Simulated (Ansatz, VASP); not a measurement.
# LiF: VASP beside Ansatz

```
Li F
1.0
     0.00000    2.00231    2.00231
     2.00231    0.00000    2.00231
     2.00231    2.00231    0.00000
Li F
1 1
Cartesian
  0.0000 0.0000 0.0000
  2.0023 2.0023 2.0023
```

Alike in both runs: task relaxation of cell and atoms; functional PBE; dispersion D3(BJ); k mesh 10 × 10 × 10; occupations gaussian, width 0.02 eV; no spin polarisation.

```csv
,VASP,Ansatz
version,VASP 6.6.1,Ansatz 0.2.0
potentials or method,"VASP PAW PBE potentials, release 64 (Li_sv, F)","scalar-relativistic, plane waves, PAW"
plane-wave cutoff (eV),600,420
valence electrons in the cell,10,10
```

Ansatz gave:

| Property | Result |
| --- | --- |
| gap on the k mesh at the Fermi level, each at its own relaxed structure (eV) | 9.27 |
| relaxed volume (Å³/atom) | 8.00 |
| relaxed cell length with the largest relative difference (Å) | 2.829 |

**Question.** Which values does VASP return?

**Answer.** gap on the k mesh at the Fermi level, each at its own relaxed structure (eV): 9.39; relaxed volume (Å³/atom): 7.90; relaxed cell length with the largest relative difference (Å): 2.817.

Caveats: the cutoff is under 1.25 times the usual one of these potentials, so pressure, stress and relaxed cells hold a basis-set (Pulay) error (VASP). A k mesh can miss the band edges. PBE gaps usually lie below the measured ones, often by a third to a half.
